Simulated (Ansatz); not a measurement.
# VN (Uakitite): the cost of one run

Program: Ansatz 0.2.0. Level of theory: DFT PBE+U (U_eff = 3.2 eV on V 3d), scalar-relativistic, plane waves, PAW. These are calculated values, not measurements.

These runs use a low cutoff (300 eV) and a coarse mesh on purpose, to show what cheap settings give: their numbers aren't properties of the material.

## Step 1: The system as given

The structure is cubic, space group Fm-3m (No. 225). Conventional cell: a = 4.128 Å, b = 4.128 Å, c = 4.128 Å, α = 90.00°, β = 90.00°, γ = 90.00°. Around V (site symmetry m-3m) lie 6 N at 2.06 Å. N (site symmetry m-3m) has 6 V at 2.06 Å as nearest neighbours.

Coordinates:

```cif
data_structure
_symmetry_space_group_name_H-M 'P 1'
_symmetry_Int_Tables_number 1
_cell_length_a 2.9189
_cell_length_b 2.9189
_cell_length_c 2.9189
_cell_angle_alpha 60.000
_cell_angle_beta 60.000
_cell_angle_gamma 60.000
_cell_volume 17.59
loop_
_atom_site_label
_atom_site_type_symbol
_atom_site_fract_x
_atom_site_fract_y
_atom_site_fract_z
_atom_site_occupancy
V1 V 0.00000 0.00000 0.00000 1
N1 N 0.50000 0.50000 0.50000 1
```

The moments start at V 2.00 μB.

## Step 2: First run, at the start cell

input.yaml

```yaml
crystal:
  lattice:
    - [0.0, 2.064, 2.064]
    - [2.064, 0.0, 2.064]
    - [2.064, 2.064, 0.0]
  atoms:
    - { symbol: V, position: [0.0, 0.0, 0.0], spin: 2.0 }
    - { symbol: "N", position: [0.5, 0.5, 0.5] }
basis:
  ecutwfc: 300
  ecutrho_ratio: 4
kpoints:
  mp_grid: { grid: [6, 6, 6] }
hamiltonian:
  xc: pbe
  hubbard: { sites: [{ species: V, l: d, u_eff: 3.25 }] }
scf:
  occupations: { method: gaussian, width: 0.05 }
output:
  forces: true
  stress: true
  eigenvalues: true
  populations: true
  hubbard: { sites: [{ species: V, l: d }] }
magnetization:
  spin_polarized: true
```

Command:

```console
$ ansatz run input.yaml --threads 1 --pin off --max-ram 2560MiB --backend cpu --events-out ev --progress --plain --runs-dir out
```

Q: Estimate wall time and peak memory on 1 thread of AMD EPYC (Zen 3), shared host.

About 33 s, with a peak of 0.38 GiB.
